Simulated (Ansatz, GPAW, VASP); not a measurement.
**One calculation of TiSi2, 3 ways**

```
Ti Si
1.0
     0.00000    4.11752    4.26290
     2.38951    0.00000    4.26290
     2.38951    4.11752    0.00000
Ti Si
2 4
Direct
  0.75000 0.75000 0.75000
  0.50000 0.50000 0.50000
  0.41257 0.08743 0.41257
  0.08743 0.41257 0.08743
  0.16257 0.83743 0.16257
  0.83743 0.16257 0.83743
```

The cell is a database's computed one, not the measured one.

Alike in all runs: task single point; functional PBEsol; k mesh 7 × 7 × 7; occupations fermi-dirac, width 0.05 eV; no spin polarisation; no spin-orbit coupling. Pressure is positive in compression and, in plane waves, holds the error of the finite cutoff.

```csv
program and potentials,plane-wave cutoff (eV),notes,pressure (GPa)
"Ansatz, all-electron LAPW, scalar-relativistic",-,-,-1.96
"GPAW, PAW data sets generated for this functional",600,-,-1.51
"VASP, PBE PAW files Si, Ti_sv, 520 eV",520,potentials made for PBE,?
```

Question: Estimate from the other rows what the run with VASP, PBE PAW files Si, Ti_sv, 520 eV gave.

Answer: Pressure -1.83 GPa. The other rows, which needn't bracket it: pressure -1.96 to -1.51.
